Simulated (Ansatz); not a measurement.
**Molecular dynamics of Zr2N**

Input file:

```yaml
accuracy: low
crystal:
  lattice:
    - [5.587735, 0.0, 0.0]
    - [0.0, 5.587735, 0.0]
    - [0.0, 0.0, 6.82913]
  atoms:
    - { symbol: Zr, position: [0.2961255, 0.2961255, 0.0] }
    - { symbol: Zr, position: [0.7038745, 0.7038745, 0.0] }
    - { symbol: Zr, position: [0.7961255, 0.2038745, 0.25] }
    - { symbol: Zr, position: [0.2038745, 0.7961255, 0.25] }
    - { symbol: "N", position: [0.0, 0.0, 0.0] }
    - { symbol: "N", position: [0.5, 0.5, 0.25] }
    - { symbol: Zr, position: [0.2961255, 0.2961255, 0.5] }
    - { symbol: Zr, position: [0.7038745, 0.7038745, 0.5] }
    - { symbol: Zr, position: [0.7961255, 0.2038745, 0.75] }
    - { symbol: Zr, position: [0.2038745, 0.7961255, 0.75] }
    - { symbol: "N", position: [0.0, 0.0, 0.5] }
    - { symbol: "N", position: [0.5, 0.5, 0.75] }
basis:
  ecutwfc: 420.0
kpoints:
  mp_grid: { grid: [3, 3, 3] }
hamiltonian:
  xc: lda
scf:
  occupations: { method: fermi_dirac, width: 0.3 }
  lower_state_search: "off"
md:
  timestep: 1
  n_steps: 190
  ensemble: nvt_langevin
  temperature: 300.0
  initial_velocities: maxwell_boltzmann
  seed: 353715
  friction: 0.02
  temperature_schedule: [{ n_steps: 190, end_temperature: 3500.0 }]
```

Run as:

```bash
$ ansatz run input.yaml --threads 2 --pin off --max-ram 5120MiB --backend cpu --events-out ev --progress --plain --runs-dir out
```

It starts from an unrelaxed structure (largest force component 0.09 eV/Å).

Output, in part (step lines):

```
md step     0: t =     0.00 fs  T =   275.0 K (target 300.0 K)  F+E_penalty+E_count = -34131.16012833 eV  E_kin = 0.426558 eV  (8 SCF iters)
md step     1: t =     1.00 fs  T =   273.0 K (target 308.4 K)  F+E_penalty+E_count = -34131.15864153 eV  E_kin = 0.423393 eV  (7 SCF iters)
md step     2: t =     2.00 fs  T =   295.0 K (target 325.3 K)  F+E_penalty+E_count = -34131.15489785 eV  E_kin = 0.457654 eV  (7 SCF iters)
md step     3: t =     3.00 fs  T =   303.0 K (target 342.1 K)  F+E_penalty+E_count = -34131.14879924 eV  E_kin = 0.469971 eV  (7 SCF iters)
md step     4: t =     4.00 fs  T =   289.8 K (target 358.9 K)  F+E_penalty+E_count = -34131.14097507 eV  E_kin = 0.449507 eV  (7 SCF iters)
md step     5: t =     5.00 fs  T =   261.3 K (target 375.8 K)  F+E_penalty+E_count = -34131.13207733 eV  E_kin = 0.405252 eV  (5 SCF iters)
md step     6: t =     6.00 fs  T =   274.7 K (target 392.6 K)  F+E_penalty+E_count = -34131.12246195 eV  E_kin = 0.426023 eV  (5 SCF iters)
md step     7: t =     7.00 fs  T =   305.3 K (target 409.5 K)  F+E_penalty+E_count = -34131.11222673 eV  E_kin = 0.473557 eV  (5 SCF iters)
[... lines left out ...]
md step   189: t =   189.00 fs  T =  2017.6 K (target 3474.7 K)  F+E_penalty+E_count = -34127.36481011 eV  E_kin = 3.129587 eV  (6 SCF iters)
md step   190: t =   190.00 fs  T =  2044.6 K (target 3491.6 K)  F+E_penalty+E_count = -34127.32858711 eV  E_kin = 3.171374 eV  (7 SCF iters)
```

The steps, from the saved trajectory:

```csv
time (fs),T (K),potential energy less start (eV)
0.0,275,0.000
6.0,275,0.038
12.0,309,0.110
18.0,310,0.188
24.0,333,0.266
30.0,337,0.360
36.0,400,0.511
42.0,381,0.673
48.0,441,0.724
54.0,830,0.803
60.0,627,0.943
66.0,695,1.012
72.0,1147,1.073
78.0,1746,1.259
84.0,1286,1.664
90.0,1719,1.814
96.0,2137,1.726
102.0,2155,1.918
108.0,1692,2.318
114.0,1964,2.452
120.0,2140,2.627
126.0,1998,3.059
132.0,1585,3.317
138.0,2142,2.952
144.0,2462,2.083
150.0,2613,1.780
156.0,2567,2.334
162.0,1831,3.438
168.0,1772,3.873
174.0,2353,3.483
180.0,2395,3.450
186.0,2236,3.687
```

The run went to its last step. The schedule's set-point averaged 2700 K over the second half and the system 2134 K, so it lags behind the ramp. A run of 0.19 ps of so small a system gives no equilibrium averages. Limits of this set-up: coarse k mesh, low accuracy level.

Mean squared displacements from the first frame to the last, about the centre of mass: Zr 0.09 Å², N 0.13 Å².

Last frame:

```xyz
12
Lattice="5.5877 0.0000 0.0000 0.0000 5.5877 0.0000 0.0000 0.0000 6.8291" Properties=species:S:1:pos:R:3
Zr 1.852 1.208 -0.095
Zr 3.719 4.002 0.191
Zr 4.271 1.119 1.732
Zr 1.150 4.058 1.490
N -0.114 -0.542 -0.200
N 2.838 2.621 1.669
Zr 1.409 1.677 3.549
Zr 3.678 3.829 3.417
Zr 4.485 1.085 4.942
Zr 0.929 4.651 4.827
N -0.047 -0.225 3.113
N 3.049 2.955 5.187
```

Time of the run: 25 min on 2 CPU threads of a shared host.
